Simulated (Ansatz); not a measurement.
# SnO (P4/nmm) in Ansatz: settings compared

One crystal, SnO, is run at these levels: LDA, r2SCAN; tasks: phonons, band structure.

Everything below comes from runs of Ansatz 0.2.0. Logs are shortened: lines on timing, memory, paths and dates and some standing lists are left out, and cuts for length are marked.

### Step 1. Starting point

Symmetry: P4/nmm, No. 129, tetragonal system. The conventional cell has a = 3.814 Å, b = 3.814 Å, c = 4.887 Å, α = 90.00°, β = 90.00°, γ = 90.00°. Sn (site symmetry 4mm) is surrounded by 4 O at 2.23 Å. Around O (site symmetry -4m2) lie 4 Sn at 2.23 Å.

The cell is a database's computed one.

### Step 2. Phonons, LDA

File input.yaml:

```yaml
crystal:
  lattice:
    - [3.81369522, 0.0, 0.0]
    - [0.0, 3.81369522, 0.0]
    - [0.0, 0.0, 4.8869133]
  atoms:
    - { symbol: Sn, position: [0.5, 0.0, 0.76462614] }
    - { symbol: Sn, position: [0.0, 0.5, 0.23537386] }
    - { symbol: O, position: [0.0, 0.0, 0.0] }
    - { symbol: O, position: [0.5, 0.5, 0.0] }
hamiltonian:
  xc: lda
  pseudopotentials: { kind: paw }
kpoints:
  mp_grid: { grid: [6, 6, 5] }
scf:
  occupations: { method: fixed }
phonons:
  method: dfpt
  dielectric: true
  rigid_motions: translations
```

Potentials or basis: Ansatz PAW.

Started as:

```
$ ansatz run input.yaml --threads 2 --pin off --max-ram 5120MiB --backend cpu --events-out ev --progress --plain --runs-dir out
```

Output:

```text
Warning: RAYON_NUM_THREADS=2 ignored (pool sized by the plan → 2); use --threads N
Engine: ansatz 0.2.0, x86_64-unknown-linux-gnu
Pseudopotentials: kind: paw
Pseudopotential: Sn, paw, valence charge 14, recommended cutoff 420 eV (normal), Sn.paw.azcp
Pseudopotential: O, paw, valence charge 6, recommended cutoff 420 eV (normal), O.paw.azcp
Functional definition: SPW92
  exchange = slater_x
  correlation = pw_c
Crystal: 4 atoms, lattice volume = 71.077 Å³
Basis set: ecut = 420 eV, 1409 PW (Γ), exchange–correlation on 60×60×72 points (8 copies of the dense FFT grid, shifted against one another)
Bands: 24, of which v1, the nominal top of the filled ones, is band 20 counted from 1 (19 counted from 0)
Symmetry: 16 space group operations
k-points: 64 of 180 (irreducible under 2 space group operations, time reversal used)
Non-local potential: Sn, projectors of the file, l = 0: 2, l = 1: 2, l = 2: 2, l = 3: 2
Non-local potential: O, projectors of the file, l = 0: 2, l = 1: 2, l = 2: 1
PAW form: soft (Blöchl's): semilocal exchange-correlation on the pseudo side does not see the compensation charge
PAW frozen core: Sn, regenerated for the run's functional, and the local potential with it (the file was generated under x = pbe(κ = 0.804, μ = 0.2195149727645171), c = pbe(β = 0.06672455060314922))
PAW frozen core: O, regenerated for the run's functional, and the local potential with it (the file was generated under x = pbe(κ = 0.804, μ = 0.2195149727645171), c = pbe(β = 0.06672455060314922))
PAW one-centre angular grid: Sn, 590 points (default); XC on 64 Gauss nodes
PAW one-centre angular grid: O, 110 points (default); XC on 64 Gauss nodes
Initial density: superposition of atomic densities (neutral atoms: chi_scale 0, normalization atom), corrected by the library's trained network
Initial wavefunctions: pseudopotential atomic-orbital guess
Functional: x = slater, c = lda
SCF iter   1: F=—  HF=-12869.814435 eV  |F-HF|=—  |Δ(HF+E_count)|=         —  Δρ=1.44e-2  dr2=1.21e-1  ethr=1.77e-3  ⟨swp⟩=5.0  Hψ=5853  notcnv=0  defer=122
preconditioner: auto → Resta (q_TF=auto, 2.479 Å⁻¹)  ε∞=3.4  [insulator: Δε(μ)=0.151 eV  Ē_g=17.855 eV  n_scr=18 (ndim 8)  ℏωp=27.9 eV  f_vac=0.021  ε∞_Penn≈3.4]
SCF iter   2: F=—  HF=-12869.786681 eV  |F-HF|=—  |Δ(HF+E_count)|=   2.78e-2  Δρ=5.50e-3  dr2=1.69e-2  ethr=3.03e-4  ⟨swp⟩=2.0  Hψ=2693  notcnv=0  defer=124
SCF iter   3: F=—  HF=-12869.782769 eV  |F-HF|=—  |Δ(HF+E_count)|=   3.91e-3  Δρ=1.93e-3  dr2=1.99e-3  ethr=4.23e-5  ⟨swp⟩=2.0  Hψ=2128  notcnv=0  defer=124
SCF iter   4: F=—  HF=-12869.782117 eV  |F-HF|=—  |Δ(HF+E_count)|=   6.52e-4  Δρ=4.14e-4  dr2=1.18e-4  ethr=4.98e-6  ⟨swp⟩=3.0  Hψ=2920  notcnv=0  defer=126
SCF iter   5: F=—  HF=-12869.782094 eV  |F-HF|=—  |Δ(HF+E_count)|=   2.35e-5  Δρ=7.01e-5  dr2=4.77e-6  ethr=2.95e-7  ⟨swp⟩=2.6  Hψ=2503  notcnv=0  defer=2
SCF iter   6: F=—  HF=-12869.782093 eV  |F-HF|=—  |Δ(HF+E_count)|=   6.82e-7  Δρ=1.37e-5  dr2=2.00e-7  ethr=1.19e-8  ⟨swp⟩=1.2  Hψ=1699  notcnv=0  defer=1
SCF iter   7: F=—  HF=-12869.782094 eV  |F-HF|=—  |Δ(HF+E_count)|=   6.83e-7  Δρ=3.69e-6  dr2=1.26e-8  ethr=5.00e-10  ⟨swp⟩=2.4  Hψ=2798  notcnv=0
SCF iter   8: F=—  HF=-12869.782094 eV  |F-HF|=—  |Δ(HF+E_count)|=   4.11e-9  Δρ=1.04e-6  dr2=8.93e-10  ethr=3.14e-11  ⟨swp⟩=2.0  Hψ=2790  notcnv=0
SCF iter   9: F=-12869.782094 eV  HF=-12869.782094 eV  |F-HF|=1.09e-11  |Δ(HF+E_count)|=  9.28e-11  Δρ=1.63e-7  dr2=2.38e-11  ethr=1.00e-12  ⟨swp⟩=8.4  Hψ=9075  notcnv=0
SCF 1 converged in 9 iterations: F = -12869.782094 eV  dr2 = 2.38e-11
NSCF: frozen V_eff on 55 k-points
DFPT response loops at Γ: preconditioner auto → Resta (q_TF=auto, 2.479 Å⁻¹)  ε∞=16.3 (no band partly filled); β = 1.00, the filter's whole step (`scf.mixing.beta` (0.50) is not read by the response loops at its default; to damp them type it under 1.00, their step now; it binds the ground state too); Broyden in place of MSR1
── the response to a field inside a basis, on 10×10×8 k-points: an SCF that follows is theirs, and a resumed run solves both again ──
Bands: 21, of which v1, the nominal top of the filled ones, is band 20 counted from 1 (19 counted from 0)
k-points: 60 of 800
Initial density: handed on by an earlier stage of this run
Initial wavefunctions: pseudopotential atomic-orbital guess (no wavefunctions were taken with the density)
Eigensolver: Dense (60 Hₖ)
SCF iter   1: F=—  HF=-12869.782356 eV  |F-HF|=—  |Δ(HF+E_count)|=         —  Δρ=6.01e-4  dr2=4.07e-5  ethr=1.00e-1
preconditioner: auto → Resta (q_TF=auto, 2.479 Å⁻¹)  ε∞=3.9  [insulator: Δε(μ)=0.417 eV  Ē_g=16.491 eV  n_scr=18 (ndim 8)  ℏωp=27.9 eV  f_vac=0.018  ε∞_Penn≈3.9]
[... 37 lines left out ...]
  ASR residual per site (eV/Å²): 4.88e-5 4.88e-5 2.12e-5 2.12e-5
  Γ frequencies (cm⁻¹): 0.00 0.00 0.00 109.30 109.30 205.75 250.61 250.61 340.42 369.28 441.53 441.53
  ε∞ (high-frequency dielectric tensor):
        7.933396     0.000000     0.000000
        0.000000     7.933396     0.000000
        0.000000     0.000000     7.041244
  ε⁰ (static dielectric tensor: ions relaxed, cell fixed):
       22.804050    -0.000000    -0.000000
       -0.000000    22.804050    -0.000000
       -0.000000    -0.000000    12.952547
  ε⁰ − ε∞ (ionic part):
       14.870654    -0.000000    -0.000000
       -0.000000    14.870654    -0.000000
       -0.000000    -0.000000     5.911303
  softest optical mode at Γ: 109.30 cm⁻¹; the repairs (sum rule, projections) moved no ω² at Γ by more than (1.04 cm⁻¹)²
  Born effective charges Z* (e; rows j = field, columns β = displacement):
    site 0:
         3.08383    0.00000   -0.00000
        -0.00000    3.08383    0.00000
         0.00000    0.00000    2.86503
    site 1:
         3.08383    0.00000    0.00000
        -0.00000    3.08383   -0.00000
        -0.00000   -0.00000    2.86503
    site 2:
        -3.08383    0.00000    0.00000
         0.00000   -3.08383    0.00000
         0.00000    0.00000   -2.86503
    site 3:
        -3.08383    0.00000    0.00000
         0.00000   -3.08383    0.00000
         0.00000    0.00000   -2.86503
  Z* charge neutrality: 3.263e-3 e pre-enforcement
  solved inside a basis spanned on kpoints, on 10×10×8 k-points, its susceptibility summed on 12×12×10: ε∞ is read to err by 2.7e-2, Z* by 1.8e-2 e (field_mesh: kpoints solves on kpoints); Z* is corrected for what the basis lacks
  optical modes at Γ without the LO–TO term, one row a degenerate level:
      ω (cm⁻¹)  modes    IR ((D/Å)²/amu)
        109.30      2             0.0000
        205.75      1             0.0000
        250.61      2            62.2473
        340.42      1             0.0000
        369.28      1            26.8638
        441.53      2             0.0000
  optical modes at Γ + LO–TO along q̂ = [1.0000, 0.0000, 0.0000]:
      ω (cm⁻¹)  modes    IR ((D/Å)²/amu)
        109.30      2             0.0000
        205.75      1             0.0000
        250.61      1            31.1236
        340.42      1             0.0000
        369.28      1            26.8638
        424.89      1            31.1236
        441.53      2             0.0000
  optical modes at Γ + LO–TO along q̂ = [0.0000, 1.0000, 0.0000]:
      ω (cm⁻¹)  modes    IR ((D/Å)²/amu)
        109.30      2             0.0000
        205.75      1             0.0000
        250.61      1            31.1236
        340.42      1             0.0000
        369.28      1            26.8638
        424.89      1            31.1236
        441.53      2             0.0000
  optical modes at Γ + LO–TO along q̂ = [0.0000, 0.0000, 1.0000]:
      ω (cm⁻¹)  modes    IR ((D/Å)²/amu)
        109.30      2             0.0000
        205.75      1             0.0000
        250.61      2            62.2473
        340.42      1             0.0000
        441.53      2             0.0000
        500.85      1            26.8638
```

second_order_force_constants.tsv:

```text
# format = ansatz-second-order-force-constants/2
# a1_ang = 3.81369522e0 0e0 0e0
# a2_ang = 0e0 3.81369522e0 0e0
[... 53 lines left out ...]
1	1	0	0	0	1	4.295909537286153e0	-7.626682579773454e-32	1.6543612251060553e-23	-7.626682579773454e-32	4.295909537286153e0	8.27180607622647e-24	1.6543612251060553e-23	8.27180607622647e-24	1.2774918807131641e1
[... 8 lines left out ...]
3	2	0	0	0	2	-4.098529099993087e0	5.180751550401664e-32	2.5642598989143858e-23	4.680009764860983e-32	-4.098529099993087e0	2.274746684828975e-23	-2.481541837659083e-23	-2.274746684828975e-23	1.2622916932687644e-1
3	3	0	0	0	3	7.3547714026498845e0	-1.1093356479670479e-31	-7.4859845436049e-23	-1.1093356479670479e-31	7.3547714026498845e0	3.1432863289341003e-23	-7.4859845436049e-23	3.1432863289341003e-23	6.944126803925586e0
```

It took 4.2 min on 2 threads of Intel Xeon at 2.50GHz (Skylake/Cascade Lake), shared host; peak memory 0.79 GiB.

Results:

```
Free energy                                             : -12869.7821 eV
Band gap on the k mesh                                  : 0.22 eV, indirect (least direct gap 2.06 eV)
Electronic dielectric tensor (diagonal)                 : 7.93, 7.93, 7.04
Born charges (mean of the diagonal)                     : Sn +3.01; O -3.01 e
Highest phonon frequency at Γ, LO-TO splitting left out : 442 cm⁻¹
Static dielectric tensor (diagonal)                     : 22.80, 22.80, 12.95
```

Phonon frequencies in cm⁻¹ (negative: imaginary):
| q point | frequencies |
| --- | --- |
| (0.000, 0.000, 0.000) | 0 0 0 109 109 206 251 251 340 369 442 442 |

Electronic dielectric tensor:
```
7.93 0.00 0.00
0.00 7.93 0.00
0.00 0.00 7.04
```

Born effective charge tensors (e):
atom 1, Sn
```
3.08 0.00 0.00
0.00 3.08 0.00
0.00 0.00 2.87
```
atom 2, Sn
```
3.08 0.00 0.00
0.00 3.08 0.00
0.00 0.00 2.87
```
atom 3, O
```
-3.08  0.00  0.00
 0.00 -3.08  0.00
 0.00  0.00 -2.87
```
atom 4, O
```
-3.08  0.00  0.00
 0.00 -3.08  0.00
 0.00  0.00 -2.87
```

Static dielectric tensor, electrons and zone-centre modes:
```
22.80  0.00  0.00
 0.00 22.80  0.00
 0.00  0.00 12.95
```

Caveat: the gap is small at this level, which inflates the dielectric constant; odd divisions of the mesh miss points on the zone boundary, where band edges often lie, so the gap on the mesh can be too wide; spin-orbit coupling is left out, which moves the levels of the heavy elements; the PAW data sets come from PBE, with cores solved anew for the run's functional, which leaves a small shift of forces and pressure.

### Step 3. Band structure, r2SCAN

File input.yaml:

```yaml
crystal:
  lattice:
    - [3.81369522, 0.0, 0.0]
    - [0.0, 3.81369522, 0.0]
    - [0.0, 0.0, 4.8869133]
  atoms:
    - { symbol: Sn, position: [0.5, 0.0, 0.76462614] }
    - { symbol: Sn, position: [0.0, 0.5, 0.23537386] }
    - { symbol: O, position: [0.0, 0.0, 0.0] }
    - { symbol: O, position: [0.5, 0.5, 0.0] }
hamiltonian:
  xc: r2scan
  pseudopotentials: { kind: paw }
kpoints:
  mp_grid: { grid: [7, 7, 6] }
  band_path:
    path:
      - [[0.0, 0.0, 0.0], [0.0, 0.5, 0.0], [0.5, 0.5, 0.0], [0.0, 0.0, 0.0], [0.0, 0.0, 0.5], [0.0, 0.5, 0.5], [0.5, 0.5, 0.5], [0.0, 0.0, 0.5]]
      - [[0.0, 0.5, 0.0], [0.0, 0.5, 0.5]]
      - [[0.5, 0.5, 0.0], [0.5, 0.5, 0.5]]
    npoints: 14
scf:
  occupations: { method: fermi_dirac, width: 0.05 }
  n_extra_bands: 10
output:
  forces: true
  stress: true
  eigenvalues: true
  fatbands: false
```

Potentials or basis: Ansatz PAW.

Started as:

```
$ ansatz run input.yaml --threads 2 --pin off --max-ram 5120MiB --backend cpu --events-out ev --progress --plain --runs-dir out
```

Output:

```text
Warning: RAYON_NUM_THREADS=2 ignored (pool sized by the plan → 2); use --threads N
scf.n_extra_bands = 10 over 20 filled bands (N_el = 40.0): the run solves 30 bands
Engine: ansatz 0.2.0, x86_64-unknown-linux-gnu
Pseudopotentials: kind: paw
Pseudopotential: Sn, paw, valence charge 14, recommended cutoff 500 eV (meta_gga), Sn.paw.azcp
Pseudopotential: O, paw, valence charge 6, recommended cutoff 500 eV (meta_gga), O.paw.azcp
Functional definition: r2SCAN
  parameter k0 = 0.174
  parameter k1 = 0.065
  parameter a1 = 4.9479
  exchange = r2scan_x(k0 = k0, k1 = k1, a1 = a1)
  correlation = r2scan_c
Crystal: 4 atoms, lattice volume = 71.077 Å³
Basis set: ecut = 500 eV, 1801 PW (Γ), exchange–correlation on 120×120×144 points (64 copies of the dense FFT grid, shifted against one another)
Bands: 30, of which v1, the nominal top of the filled ones, is band 20 counted from 1 (19 counted from 0)
Symmetry: 16 space group operations
Space group: P4/nmm (ITA 129), of the structure as read, at distance tolerance 4.1e-5 Å
k-points: 40 of 294
Non-local potential: Sn, projectors of the file, l = 0: 2, l = 1: 2, l = 2: 2, l = 3: 2
Non-local potential: O, projectors of the file, l = 0: 2, l = 1: 2, l = 2: 1
PAW form: soft (Blöchl's): semilocal exchange-correlation on the pseudo side does not see the compensation charge
PAW frozen core: Sn, regenerated for the run's functional (the file was generated under x = pbe(κ = 0.804, μ = 0.2195149727645171), c = pbe(β = 0.06672455060314922))
PAW frozen core: O, regenerated for the run's functional (the file was generated under x = pbe(κ = 0.804, μ = 0.2195149727645171), c = pbe(β = 0.06672455060314922))
PAW one-centre angular grid: Sn, 590 points (default); XC on 249 of its mesh's 2787 points in the sphere
PAW one-centre angular grid: O, 302 points (default); XC on 160 Gauss nodes
Initial density: superposition of atomic densities (neutral atoms: chi_scale 0, normalization atom), corrected by the library's trained network
Initial wavefunctions: pseudopotential atomic-orbital guess
Functional: x = r2scan, c = r2scan; τ floored in thin density (d = 2e-4 eV/Å³)
SCF iter   1: F=—  HF=-13214.612385 eV  |F-HF|=—  |Δ(HF+E_count)|=         —  Δρ=8.18e-3  dr2=4.23e-2  dr2_τ=1.14e-1  ethr=1.77e-3  ⟨swp⟩=6.5  Hψ=5868  notcnv=0  defer=26
preconditioner: auto → Resta (q_TF=auto, 2.479 Å⁻¹)  ε∞=2.5  [insulator: Δε(μ)=0.484 eV  Ē_g=22.519 eV  σ=0.050 eV  W_gap=0.98  n_scr=18 (ndim 8)  ℏωp=27.9 eV  f_vac=0.023  D(μ)=0.01/eV (n_scr^D=0)  ε∞_Penn≈2.5]
SCF iter   2: F=—  HF=-13214.690033 eV  |F-HF|=—  |Δ(HF+E_count)|=   7.76e-2  Δρ=4.85e-3  dr2=8.96e-3  dr2_τ=9.52e-4  ethr=1.06e-4  ⟨swp⟩=2.0  Hψ=2207  notcnv=0  defer=113
SCF iter   3: F=—  HF=-13214.690722 eV  |F-HF|=—  |Δ(HF+E_count)|=   6.89e-4  Δρ=1.32e-3  dr2=1.07e-3  dr2_τ=1.21e-4  ethr=2.24e-5  ⟨swp⟩=1.9  Hψ=1788  notcnv=0  defer=113
SCF iter   4: F=—  HF=-13214.690821 eV  |F-HF|=—  |Δ(HF+E_count)|=   9.98e-5  Δρ=3.71e-4  dr2=9.41e-5  dr2_τ=7.44e-6  ethr=2.68e-6  ⟨swp⟩=2.0  Hψ=1434  notcnv=0  defer=113
SCF iter   5: F=—  HF=-13214.690819 eV  |F-HF|=—  |Δ(HF+E_count)|=   2.07e-6  Δρ=1.11e-4  dr2=8.85e-6  dr2_τ=6.25e-7  ethr=2.35e-7  ⟨swp⟩=2.0  Hψ=1356  notcnv=0  defer=113
SCF iter   6: F=—  HF=-13214.690821 eV  |F-HF|=—  |Δ(HF+E_count)|=   2.12e-6  Δρ=2.90e-5  dr2=6.13e-7  dr2_τ=2.53e-8  ethr=2.21e-8  ⟨swp⟩=2.0  Hψ=1408  notcnv=0  defer=113
SCF iter   7: F=-13214.690822 eV  HF=-13214.690822 eV  |F-HF|=1.28e-8  |Δ(HF+E_count)|=   2.19e-7  Δρ=6.97e-6  dr2=3.51e-8  dr2_τ=1.22e-9  ethr=2.50e-10  ⟨swp⟩=10.4  Hψ=6220  notcnv=0
SCF 1 converged in 7 iterations: F = -13214.690822 eV  dr2 = 3.51e-8
NSCF: frozen V_eff on 129 k-points
SCF converged after 7 iterations
Free energy (F): -13214.690822 eV
Harris-Foulkes:  -13214.690822 eV  (|F-HF|=1.28e-8)
Internal energy: -13214.690742 eV  (E = F + TS)
E sigma→0 (E₀):  -13214.690782 eV
Entropy (-TS):   -0.000080 eV (-0.020 meV/atom)
Fermi energy:    9.973168 eV
--- Per-component energies (eV) ---
  E_band       = -220.628346
  E_kinetic    = 725.718608
  E_local      = -2721.022571  (includes V_loc(G=0)·N_el)
  E_nonlocal   = 29.953404
  E_hartree    = 1470.050671
  E_xc         = -896.520449
  E_vxc        = -419.918236  (∫ρ·V_xc dr)
  E_paw        = -8638.920671  (= ΣΔE_a)
  E_vpaw       = -801.835419  (= ΣTr[D̂ρ^β])
  E_aug_tail   = 0.001994  (compensation charges beyond the density's cutoff)
  E_vtau       = 26.375182  (kinetic-family band-sum trace: ∫τ·v_τ [+ j·A + Jᵃ·Aᵃ] dr)
  E_ewald      = -3185.358485
  E_core_change = 1.406758  (= ΣΔE_core)
  E_smearing   = -0.000080  (= −TS)
  E_closure    = -0.000000  (closes the sum)
  Σ components = -13214.690822   (vs F -13214.690822, Δ=0.00e0)
--- Forces (eV/Å), atoms counted from 1 ---
  atom   1  Sn     0.00000000     0.00000000     0.13024986
  atom   2  Sn     0.00000000     0.00000000    -0.13024986
  atom   3  O      0.00000000     0.00000000     0.00000000
  atom   4  O      0.00000000     0.00000000     0.00000000
  max |Σ_I F_I| component: 0.00e0 eV/Å
--- Stress (GPa, compression-positive) ---
       -0.519083       0.000000       0.000000
        0.000000      -0.519083       0.000000
        0.000000       0.000000      -0.334085
  P = ⅓ Tr σ = -0.4574 GPa (-4.574 kbar)
--- Band table (eV; the first three rows and the last of 40) ---
  k-point 0: bands = ["-13.2176", "-12.6853", "-12.6722", "-12.6722", "-12.6438", "-12.6133", "-12.5907", "-12.5867", "-12.5473", "-12.5473", "-11.7310", "-9.0778", "1.8005", "2.8265", "3.1079", "3.1079", "5.9140", "6.2205", "6.2205", "9.7440", "12.1495", "14.2954", "14.6631", "14.6631", "15.7779", "15.7779", "16.8182", "17.4923", "21.0142", "22.7734"]
  k-point 1: bands = ["-13.2140", "-12.6891", "-12.6660", "-12.6660", "-12.6409", "-12.6130", "-12.5936", "-12.5878", "-12.5542", "-12.5542", "-11.7224", "-9.0779", "1.1438", "3.1332", "3.1332", "3.7770", "5.8992", "6.2172", "6.2172", "9.4456", "11.8600", "13.9420", "13.9420", "14.3610", "16.6686", "16.6686", "16.7999", "17.7069", "22.0054", "22.8427"]
  k-point 2: bands = ["-13.2065", "-12.6968", "-12.6504", "-12.6504", "-12.6335", "-12.6119", "-12.6010", "-12.5903", "-12.5712", "-12.5712", "-11.7052", "-9.0780", "0.5082", "3.1849", "3.1849", "5.2695", "5.8699", "6.2098", "6.2098", "8.4388", "11.7140", "13.2102", "13.2102", "13.9181", "17.4820", "17.7760", "17.7760", "18.2121", "22.9107", "23.0059"]
  k-point 39: bands = ["-13.1226", "-13.1061", "-12.6558", "-12.6516", "-12.6262", "-12.6239", "-12.5792", "-12.5787", "-12.5430", "-12.5424", "-10.0430", "-9.9132", "0.5199", "0.6660", "3.6075", "3.9252", "6.6461", "6.8628", "6.9749", "7.0488", "12.2947", "12.4849", "13.4819", "14.2681", "15.6186", "16.2772", "20.1394", "20.1860", "23.1784", "23.6647"]
```

Run time: 37 s. Hardware: 2 threads of Intel Xeon at 2.50GHz (Skylake/Cascade Lake), shared host; peak memory 0.55 GiB.

Results:

| Property | Result |
| --- | --- |
| Free energy | -13214.6908 eV |
| Pressure | -0.5 GPa |
| Largest force | 0.130 eV/Å |
| Band gap on the k mesh | 0.50 eV, indirect (least direct gap 2.41 eV) |
| Band gap along the path | 0.28 eV, indirect (least direct gap 2.37 eV) |

Forces on the atoms (eV/Å):
```
Sn   0.000  0.000  0.130
Sn   0.000  0.000 -0.130
O    0.000  0.000  0.000
O    0.000  0.000  0.000
```

Stress tensor (GPa, compression positive):
```
-0.52  0.00  0.00
 0.00 -0.52  0.00
 0.00  0.00 -0.33
```

Levels at the corners of the path, in eV from the valence-band top:
```csv
point,band 17,band 18,band 19,band 20,band 21,band 22,band 23,band 24
Γ,-3.83,-3.52,-3.52,0.00,2.41,4.55,4.92,4.92
X,-5.20,-5.20,-2.91,-2.91,3.43,3.43,6.21,6.21
M,-2.85,-2.85,-2.10,-2.10,0.28,0.28,4.78,4.78
Γ,-3.83,-3.52,-3.52,0.00,2.41,4.55,4.92,4.92
Z,-3.54,-3.54,-3.17,-2.50,2.04,3.20,3.20,3.83
R,-5.17,-5.17,-1.98,-1.98,2.76,2.76,5.72,5.72
A,-2.85,-2.85,-2.85,-2.85,2.52,2.52,4.30,4.30
Z,-3.54,-3.54,-3.17,-2.50,2.04,3.20,3.20,3.83
X,-5.20,-5.20,-2.91,-2.91,3.43,3.43,6.21,6.21
R,-5.17,-5.17,-1.98,-1.98,2.76,2.76,5.72,5.72
M,-2.85,-2.85,-2.10,-2.10,0.28,0.28,4.78,4.78
A,-2.85,-2.85,-2.85,-2.85,2.52,2.52,4.30,4.30
```

Caveat: the k mesh misses the band edges, so the gap on the mesh is wider than the one along the path; spin-orbit coupling is left out, which moves the levels of the heavy elements; the PAW data sets come from PBE, with cores solved anew for the run's functional, which leaves a small shift of forces and pressure.
